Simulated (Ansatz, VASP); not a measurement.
# One calculation of La, two programs

```
La
1.0
     3.10555    0.00000    0.00000
    -1.55277    2.68948    0.00000
     0.00000    0.00000    2.84906
La
1
Cartesian
  0.0000 0.0000 0.0000
```

Alike in both runs: functional PBEsol; k mesh 14 × 14 × 13; occupations fermi-dirac, width 0.08 eV; no spin polarisation.

Ansatz relaxed the structure, and its values are those at the end. VASP's run is a single point on that final structure, the one shown.

|  | VASP | Ansatz |
| --- | --- | --- |
| version | VASP 6.6.1 | Ansatz 0.2.0 |
| potentials or method | VASP PAW PBE potentials, release 64 (La), cutoff 520 eV | all-electron LAPW, scalar-relativistic |

```csv
,VASP,Ansatz,Ansatz less VASP
pressure (GPa),17.3,17.0,-0.30
```

Ansatz ran all-electron here, so the differences hold the error of VASP's frozen core and of both bases.

Caveats: so large a pressure means that the cell lies far from this level's equilibrium, or that cutoff or potentials fall short (VASP); the potentials were made for another functional, which shifts forces and pressure (VASP). The runs have no spin-orbit coupling, so splittings on La are missing.
